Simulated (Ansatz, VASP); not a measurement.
**One calculation of SnTe, two programs**

```xyz
2
Lattice="0.0000 3.1509 3.1509 3.1509 0.0000 3.1509 3.1509 3.1509 0.0000" Properties=species:S:1:pos:R:3 pbc="T T T"
Sn    0.0000    0.0000    0.0000
Te    3.1509    3.1509    3.1509
```

Alike in both runs: task single point; functional RPBE; k mesh 6 × 6 × 6; occupations methfessel-paxton of order 1, width 0.02 eV; no spin polarisation.

```csv
,VASP,Ansatz
version,VASP 6.6.1,Ansatz 0.2.0
potentials or method,"VASP PAW PBE potentials, release 64 (Sn_d, Te)","plane waves, PAW"
plane-wave cutoff (eV),520,420
valence electrons in the cell,20,30
```

```tsv
	VASP	Ansatz	Ansatz less VASP
pressure (GPa)	3.6	3.6	+0.01
```

The two sets of potentials don't hold the same shells in valence.

Caveats: the PAW data sets were made with another functional, which shifts forces and pressure a little (VASP).
